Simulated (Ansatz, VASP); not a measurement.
# One calculation of AgBr, two programs

```
Ag Br
1.0
     0.00000    2.89276    2.89276
     2.89276    0.00000    2.89276
     2.89276    2.89276    0.00000
Ag Br
1 1
Direct
  0.00000 0.00000 0.00000
  0.50000 0.50000 0.50000
```

Alike in both runs: task single point; functional HSE06; k mesh 4 × 4 × 4; no spin polarisation.

|  | VASP | Ansatz |
| --- | --- | --- |
| version | VASP 6.6.1 | Ansatz 0.2.0 |
| potentials or method | VASP PAW PBE potentials, release 64 (Ag, Br) | plane waves, PAW |
| plane-wave cutoff (eV) | 520 | 420 |
| occupations | gaussian, width 0.01 eV | fixed |
| valence electrons in the cell | 18 | 26 |

Ansatz gave:

```
gap on the k mesh at the Fermi level (eV) : 2.04
pressure (GPa)                            : 1.1
```

Estimate VASP's values.

gap on the k mesh at the Fermi level (eV): 2.02; pressure (GPa): 1.1.

The two sets of potentials don't hold the same shells in valence. Ansatz warned: «stress_exchange_threshold_loose».

Caveats: the k mesh is coarse (spacing up to 0.47 Å⁻¹), so the values aren't converged, least of all with exact exchange; the PAW data sets were made with another functional, which shifts forces and pressure a little (VASP). A k mesh can miss the band edges.
